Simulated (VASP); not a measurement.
**A VASP 6.6.1 single-point calculation on YN**

INCAR

```
LASPH = .TRUE.
SIGMA = 0.02
ISPIN = 2
PREC = Accurate
LCHARG = .FALSE.
EDIFF = 1E-7
ISIF = 2
MAGMOM = 0.5 0.5
LREAL = .FALSE.
NSW = 0
NELM = 85
METAGGA = R2SCAN
LWAVE = .FALSE.
ISMEAR = -1
ENCUT = 520
ALGO = Normal
NBANDS = 15
IBRION = -1
```

KPOINTS

```
KPOINTS created by Atomic Simulation Environment
0
Gamma
10 10 10
0 0 0
```

POSCAR

```
Y  N
 1.0000000000000000
     0.0000000000000000    2.3746066984000000    2.3746066984000000
     2.3746066984000000    0.0000000000000000    2.3746066984000000
     2.3746066984000000    2.3746066984000000    0.0000000000000000
 Y   N
   1   1
Cartesian
  0.0000000000000000  0.0000000000000000  0.0000000000000000
  2.3746066984000000  2.3746066984000000  2.3746066984000000
```

The recommended PBE PAW datasets give the neutral cell 16 valence electrons.

Command

```
mpirun -np 1 vasp_std
```

OSZICAR

```
N       E                     dE             d eps       ncg     rms          rms(c)
DAV:   1     0.342197522156E+02    0.34220E+02   -0.84500E+03  2836   0.107E+03
DAV:   2    -0.385979182237E+02   -0.72818E+02   -0.66880E+02  3882   0.239E+02
DAV:   3    -0.413473125625E+02   -0.27494E+01   -0.27309E+01  3573   0.398E+01
DAV:   4    -0.413841944059E+02   -0.36882E-01   -0.36874E-01  3269   0.445E+00
DAV:   5    -0.413846374432E+02   -0.44304E-03   -0.44303E-03  3471   0.397E-01    0.391E+01
DAV:   6    -0.330795850092E+02    0.83051E+01   -0.58393E+00  3408   0.233E+01    0.364E+01
DAV:   7    -0.332768100095E+02   -0.19723E+00   -0.45671E-01  3296   0.594E+00    0.231E+01
DAV:   8    -0.332961466655E+02   -0.19337E-01   -0.10849E-01  4275   0.292E+00    0.343E+00
DAV:   9    -0.333004183454E+02   -0.42717E-02   -0.10703E-02  3373   0.869E-01    0.929E-01
DAV:  10    -0.333003107065E+02    0.10764E-03   -0.24174E-03  3592   0.338E-01    0.338E-01
DAV:  11    -0.333005315704E+02   -0.22086E-03   -0.33285E-04  3138   0.206E-01    0.257E-01
DAV:  12    -0.333005529999E+02   -0.21429E-04   -0.78393E-05  3345   0.868E-02    0.923E-02
DAV:  13    -0.333005532968E+02   -0.29689E-06   -0.43037E-06  3310   0.201E-02    0.372E-02
DAV:  14    -0.333005544574E+02   -0.11606E-05   -0.46043E-06  3521   0.208E-02    0.132E-02
DAV:  15    -0.333005544848E+02   -0.27411E-07   -0.59642E-07  3607   0.844E-03
   1 F= -.33300554E+02 E0= -.33300554E+02  d E =-.722035E-07  mag=     0.0000
```

It converged. Results: pressure 18.8 GPa; magnetic moment of the cell 0.00 μB.

For comparison, a separate r²SCAN run of the intended cell, on usual settings and not on those above, gives a gap of 0.42 eV on its mesh and a pressure of 18.8 GPa.

The run above took about 2.8 min on one core of a shared host (Intel Xeon Platinum 8488C) and held 0.22 GiB at most.
